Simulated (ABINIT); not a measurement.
The system is Si2Ni.

```xyz
3
Lattice="0.0000 2.7030 2.7030 2.7030 0.0000 2.7030 2.7030 2.7030 0.0000" Properties=species:S:1:pos:R:3 pbc="T T T"
Ni    0.0000    0.0000    0.0000
Si    4.0545    4.0545    4.0545
Si    1.3515    1.3515    1.3515
```

Program: ABINIT 10.8.3 (patched build). Alike in all runs: spin collinear, ferromagnetic start; cell as given; smearing fermi-dirac 0.05 eV. Hardware: 1 thread of Arm Neoverse V2 (shared host).

Q: Order these runs on this cell by their wall time, lowest first.
A. task single point; level LDA; potentials or basis JTH PAW LDA v2.0; k mesh 4 × 4 × 4; cutoff (eV) 816; fine-grid cutoff 1414.99 eV; mesh quality coarse
B. task band structure; level PBEsol; potentials or basis JTH PAW PBE v2.0; k mesh 8 × 8 × 8; cutoff (eV) 1116; fine-grid cutoff 1714.32 eV; mesh quality not flagged
C. task single point; level LDA; potentials or basis JTH PAW LDA v2.0; k mesh 7 × 7 × 7; cutoff (eV) 816; fine-grid cutoff 1414.99 eV; mesh quality not flagged
D. task single point; level PBEsol; potentials or basis JTH PAW PBE v2.0; k mesh 9 × 9 × 9; cutoff (eV) 1116; fine-grid cutoff 1714.32 eV; mesh quality not flagged

A: A (24 s), C (71 s), D (550 s), B (1200 s).

Caveats: some runs use coarse meshes; small starting moments can end in a higher magnetic state in this program.

Not every run made on this cell is shown here.
